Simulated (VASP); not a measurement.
Input of a VASP 6.6.1 run:

INCAR

```
AGGAC = 1.0
AGGAX = 1.0
ALDAC = 0.0
ALDAX = 1.0
ALGO = Fast
EDIFF = 1E-7
EDIFFG = -0.01
ENCUT = 600
GGA = B5
IBRION = 2
ISIF = 3
ISMEAR = -1
IVDW = 11
LASPH = True
LCHARG = False
LREAL = False
LWAVE = False
NELM = 100
NSW = 40
PREC = Accurate
SIGMA = 0.05
VDW_S6 = 1.0
VDW_S8 = 1.682
VDW_SR = 1.094
VDW_SR8 = 1.0
```

KPOINTS

```
k-points
0
Gamma
  6 6 8
```

File POSCAR:

```
HfO2
1.0
    4.8135329900      0.0000000000      0.0000000000
    0.0000000000      4.8135329900      0.0000000000
    0.0000000000      0.0000000000      3.2054154100
Hf O
2 4
Direct
    0.5000000000      0.5000000000      0.5000000000
    0.0000000000      0.0000000000      0.0000000000
    0.8050448800      0.1949551200      0.5000000000
    0.6949551200      0.6949551200      0.0000000000
    0.3050448800      0.3050448800      0.0000000000
    0.1949551200      0.8050448800      0.5000000000
```

Potentials or basis: VASP PAW PBE potentials, release 64 (Hf_pv, O).

Command:

```console
$ cat potpaw_PBE.64/Hf_pv/POTCAR potpaw_PBE.64/O/POTCAR > POTCAR
$ mpirun -np 1 vasp_std > vasp.out
```

Question: What does it give for the band gap on the k mesh?

Answer: 3.88 eV, direct.

Question: Predict the relaxed cell.

Answer: a = 4.871 Å, b = 4.871 Å, c = 3.224 Å, α = 90.00°, β = 90.00°, γ = 90.00°.

Question: Estimate the relaxed volume.

Answer: 12.75 Å³/atom.

Question: Estimate the dispersion energy per atom.

Answer: -0.327 eV.

The path:
| step | energy change (eV) | largest force (eV/Å) | pressure (GPa) | volume (Å³) |
| --- | --- | --- | --- | --- |
| 1 | 0.0000 | 0.1394 | 6.69 | 74.27 |
| 2 | 0.0659 | 0.2183 | -9.25 | 79.97 |
| 3 | -0.0439 | 0.0141 | -0.07 | 76.41 |
| 4 | -0.0439 | 0.0113 | 0.05 | 76.37 |
| 5 | -0.0455 | 0.0267 | 0.02 | 76.46 |
| 6 | -0.0455 | 0.0270 | 0.02 | 76.46 |
| 7 | -0.0456 | 0.0025 | -0.05 | 76.48 |

Caveat: the PAW data sets were made with another functional, which shifts forces and pressure a little; spin-orbit coupling is left out, which moves the levels of the heavy elements. A k mesh can miss the band edges.
